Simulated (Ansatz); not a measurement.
# Ge (I4_1/amd)

Computed with DFT PBE, scalar-relativistic, plane waves, PAW (Ansatz).

Plane waves to 420 eV, a k mesh through Γ of 16×16×16 on the computed 2-atom cell and Gaussian smearing (0.10 eV); no spin polarisation.

The structure is relaxed at this level of theory with its symmetry kept. This form isn't the element's structure at ambient conditions.

```
Ge
1.0
    -2.60330    2.60330    1.42324
     2.60330   -2.60330    1.42324
     2.60330    2.60330   -1.42324
Ge
2
Cartesian
  2.6033 0.0000 0.7116
  0.0000 0.0000 1.4232
```

* Space group: I4_1/amd (No. 141)
* Volume per atom: 19.29 Å³
* Formation energy from the elements' standard states (uncorrected): +0.226 eV/atom
* Kohn–Sham band gap: none (metal)
* Density of states at the Fermi level: 0.82 states/eV per cell
* Löwdin character within 0.5 eV of the Fermi level: Ge 4p 82 %, Ge 4s 16 %
* Bader charges (e): Ge (2 in the cell) 0.00